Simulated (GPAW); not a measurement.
Runs of GPAW 26.7.0 on BAs. Symmetry: F-43m, No. 216, cubic system. Conventional cell: a = 4.777 Å, b = 4.777 Å, c = 4.777 Å, α = 90.00°, β = 90.00°, γ = 90.00°. As (site symmetry -43m) has 4 B at 2.07 Å as nearest neighbours. Around B (site symmetry -43m) lie 4 As at 2.07 Å. 

```tsv
task	level	potentials or basis	spin	cell	k mesh	cutoff (eV)	smearing	eigensolver	maxiter	band path	band points	spin axis theta (degrees)	grid spacing	other keys	gap on the mesh (eV)	pressure (GPa)	V0 of scaled cells (Å³/atom)	B0 (GPa)
band structure	TPSS	GPAW PAW data sets (gpaw-data 1.2.1), pw	SOC, no magnetisation	as given	8 × 8 × 8	800	fermi-dirac 0.05 eV	davidson	150	GXWKGLUWLK,UX	60	0	-	-	1.12	2.6	-	-
band structure	PBE	GPAW PAW data sets (gpaw-data 1.2.1), fd	off	as given	8 × 8 × 8	-	fermi-dirac 0.05 eV	-	150	GXWKGLUWLK,UX	80	-	0.2 Å	-	1.20	-	-	-
band structure	PBE	GPAW PAW data sets (gpaw-data 1.2.1), fd	off	as given	8 × 8 × 8	-	fermi-dirac 0.05 eV	-	150	GXWKGLUWLK,UX	60	-	0.16 Å	-	1.20	-	-	-
phonons	vdW-DF2	GPAW PAW data sets (gpaw-data 1.2.1), pw	off	atoms relaxed	10 × 10 × 10	680	fermi-dirac 0.05 eV	-	150	-	-	-	-	-	1.49	-	-	-
equation of state	LDA	JTH PAW 2.0, LDA, pw	off	as given	8 × 8 × 8	800	fermi-dirac 0.05 eV	-	150	-	-	-	-	-	-	-	13.21	147
single point	PBE	GPAW PAW data sets (gpaw-data 1.2.1), pw	off	as given	7 × 7 × 7	800	fermi-dirac 0.05 eV	-	60	-	-	-	-	several, not listed	1.20	3.3	-	-
equation of state	AM05+D4	PAW data sets generated in the run's folder for this functional, pw	off	as given	8 × 8 × 8	800	fermi-dirac 0.05 eV	-	150	-	-	-	-	-	-	-	(c)	145
single point	PBE	GPAW PAW data sets (gpaw-data 1.2.1), pw	off	as given	8 × 8 × 8	600	fermi-dirac 0.01 eV	-	150	-	-	-	-	-	1.20	3.3	-	-
band structure	PW91	PAW data sets generated in the run's folder for this functional, pw	SOC, no magnetisation	as given	8 × 8 × 8	800	fermi-dirac 0.05 eV	-	150	GXWKGLUWLK,UX	100	0	-	-	1.15	(a)	-	-
equation of state	BLYP+D4	PAW data sets generated in the run's folder for this functional, pw	off	as given	8 × 8 × 8	800	fermi-dirac 0.05 eV	davidson	150	-	-	-	-	-	-	-	(b)	135
one-shot levels on a semilocal density	r2SCAN	GPAW PAW data sets (gpaw-data 1.2.1), pw	off	as given	7 × 7 × 7	600	fermi-dirac 0.001 eV	-	150	-	-	-	-	-	1.40	-	-	-
```

Q: Estimate the missing entries.

A: (a) 3.2; (b) 13.56; (c) 13.35.

Caveats: the PAW data sets were made with another functional, which shifts forces and pressure a little (some runs); spin-orbit coupling was added after a scalar SCF, so levels and gaps hold it while energy, forces, pressure and moments don't (some runs); this program's spin-orbit splittings come out too wide for heavy elements (some runs); the cutoff is short for stress and forces, so pressures can be off by a GPa or more (some runs); an odd mesh through Γ misses points on the zone boundary, where band edges often lie (some runs); the LO-TO splitting is left out (some runs).

A k mesh can miss the band edges, and rows without SOC leave out spin-orbit coupling on As.
